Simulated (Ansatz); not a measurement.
# BAs: a tetragonal deformation path

One table from this session's results is given with a row withheld; the runs are named, their logs left out.

Computed with Ansatz 0.2.0 (DFT r2SCAN, scalar-relativistic, plane waves, PAW, unless a step's input says otherwise).

## Starting point

The structure is cubic, space group F-43m (No. 216). Conventional cell: a = 4.777 Å, b = 4.777 Å, c = 4.777 Å, α = 90.00°, β = 90.00°, γ = 90.00°. B (site symmetry -43m) is surrounded by 4 As at 2.07 Å. As (site symmetry -43m) is surrounded by 4 B at 2.07 Å.

As a file:

```xyz
2
Lattice="0.0000 2.3885 2.3885 2.3885 0.0000 2.3885 2.3885 2.3885 0.0000" Properties=species:S:1:pos:R:3 pbc="T T T"
B     0.0000    0.0000    0.0000
As    3.5827    3.5827    3.5827
```

The cell is taken as given, not relaxed at this level.

## The reference cell

Reference values: F = -5021.3418 eV; pressure 0.61 GPa; largest force 0.000 eV/Å; gap on the mesh 1.38 eV. It was computed beforehand with the settings of the runs below.

Set-up of the first run:

At fixed volume and fractional coordinates, lengths along (0.000, 0.000, 1.000) are scaled against those across it; ρ is that ratio over its starting value.

File input.yaml:

```yaml
crystal:
  lattice:
    - [0.0, 2.6811355699, 1.8955628479]
    - [2.6811355699, 0.0, 1.8955628479]
    - [2.6811355699, 2.6811355699, 0.0]
  atoms:
    - { symbol: B, position: [0.0, 0.0, 0.0] }
    - { symbol: As, position: [0.75, 0.75, 0.75] }
basis:
  ecutwfc: 500
kpoints:
  mp_grid: { grid: [12, 12, 12] }
hamiltonian:
  xc: r2scan
scf:
  occupations: { method: gaussian, width: 0.05 }
output:
  forces: true
  stress: true
  eigenvalues: true
```

Launch:

```console
ansatz run input.yaml --threads 1 --pin off --max-ram 2560MiB --backend cpu --events-out ev --progress --plain --runs-dir out
```

Steps of the session up to this table: At ρ = 0.707; ρ = 1.414; At ρ = 0.850; Point ρ = 1.200; ρ = 0.780; Point ρ = 1.300; Point ρ = 0.920; Point ρ = 1.100; At ρ = 0.650; ρ = 1.500; ρ = 0.960; At ρ = 1.050.

One table of the session follows, with a row left open; its other results are not shown here.

| ρ | ΔE (meV/atom) | pressure (GPa) | gap on the mesh (eV) |
| --- | --- | --- | --- |
| 0.650 | 642.9 | -4.0 | 0.00 |
| 0.707 | 474.5 | -2.3 | 0.00 |
| 0.780 | 284.7 | -0.7 | 0.00 |
| 0.850 | 139.1 | 0.2 | 0.00 |
| 0.920 | 40.5 | 0.6 | 0.11 |
| 0.960 | 10.1 | 0.6 | 0.74 |
| 1.000 | 0.0 | 0.6 | 1.38 |
| 1.050 | 15.8 | 0.6 | 0.99 |
| 1.100 | ? | ? | ? |
| 1.200 | 247.0 | 0.9 | 0.00 |
| 1.300 | 534.5 | 1.6 | 0.00 |
| 1.414 | 916.7 | 2.6 | 0.00 |
| 1.500 | 1165.4 | 2.4 | 0.00 |

Estimate the missing values for ρ = 1.100.

Worked estimate for «ΔE (meV/atom)». A straight line through the neighbours (1.050, 15.8) and (1.200, 247.0) gives 15.8 + (247.0 − 15.8) × (1.100 − 1.050) / (1.200 − 1.050) = 92.9; a parabola fitted to 4 rows on both sides gives 66.4.

The run gave: ΔE (meV/atom): 63.0; pressure (GPa): 0.6; gap on the mesh (eV): 0.62. In «ΔE (meV/atom)» the line misses by +29.9 and the parabola by +3.4.

Where the gap reads zero, the mesh chosen for the insulator is on the coarse side.
